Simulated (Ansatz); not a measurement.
# BeTe: the cost of one run

Method: plane waves, PAW, in Ansatz 0.2.0.

1 further run of the same task is left out (it didn't finish).

### 1 The system as given

The structure is hexagonal, space group P6_3/mmc (No. 194). Conventional cell: a = 3.864 Å, b = 3.864 Å, c = 6.003 Å, α = 90.00°, β = 90.00°, γ = 120.00°. Around Be (site symmetry -3m) lie 6 Te at 2.69 Å and 2 Be at 3.00 Å. Around Te (site symmetry -6m2) lie 6 Be at 2.69 Å.

Coordinates:

```xyz
4
Lattice="3.8636 0.0000 0.0000 -1.9318 3.3460 0.0000 0.0000 0.0000 6.0034" Properties=species:S:1:pos:R:3 pbc="T T T"
Be    0.0000    0.0000    0.0000
Be    0.0000    0.0000    3.0017
Te    0.0000    2.2306    1.5009
Te    1.9318    1.1153    4.5026
```

The cell was relaxed beforehand with r2SCAN; those runs aren't shown. No run includes spin-orbit coupling, which matters for Te.

### 2 PBE, anion s p, 6×6×4

input.yaml

```yaml
crystal:
  lattice:
    - [3.863596334, 0.0, 0.0]
    - [-1.931798167, 3.3459725752, 0.0]
    - [0.0, 0.0, 6.0034039917]
  atoms:
    - { symbol: Be, position: [0.0, 0.0, 0.0] }
    - { symbol: Be, position: [0.0, 0.0, 0.5] }
    - { symbol: Te, position: [0.3333333333, 0.6666666667, 0.25] }
    - { symbol: Te, position: [0.6666666667, 0.3333333333, 0.75] }
kpoints:
  mp_grid: { grid: [6, 6, 4] }
  band_path:
    path:
      - [[0.0, 0.0, 0.0], [0.5, -1.216000909776e-17, 4.773465799252e-20], [0.3333333333333, 0.3333333333333, 9.546931598503e-20], [0.0, 0.0, 0.0], [8.032747101952e-51, 1.51294374508e-36, 0.5], [0.5, -1.214517048757e-17, 0.5], [0.3333333333333, 0.3333333333333, 0.5], [8.032747101952e-51, 1.51294374508e-36, 0.5]]
      - [[0.5, -1.214517048757e-17, 0.5], [0.5, -1.216000909776e-17, 4.773465799252e-20]]
      - [[0.3333333333333, 0.3333333333333, 0.5], [0.3333333333333, 0.3333333333333, 9.546931598503e-20]]
    npoints: 10
hamiltonian:
  xc: pbe
scf:
  occupations: { method: fermi_dirac, width: 0.02 }
  n_extra_bands: 6
output:
  forces: false
  stress: false
  eigenvalues: true
  wannier:
    kmesh: [6, 6, 4]
    projections: [{ species: Te, l: s, shell: 5 }, { species: Te, l: p, shell: 5 }]
    minimise: true
    write_hr: true
    conv_tol: 1.0e-08
    max_iter: 3000
  write_density: true
  write_potential: true
  elf: true
  volumetric_format: npy
```

On the command line:

```
$ ansatz run input.yaml --threads 4 --pin off --max-ram 3686MiB --backend cpu --events-out ev --progress --plain --runs-dir out
```

Q: Estimate wall time and peak memory on 4 threads of Arm Neoverse V2, shared host.

About 2.5 s, with a peak of 0.36 GiB.
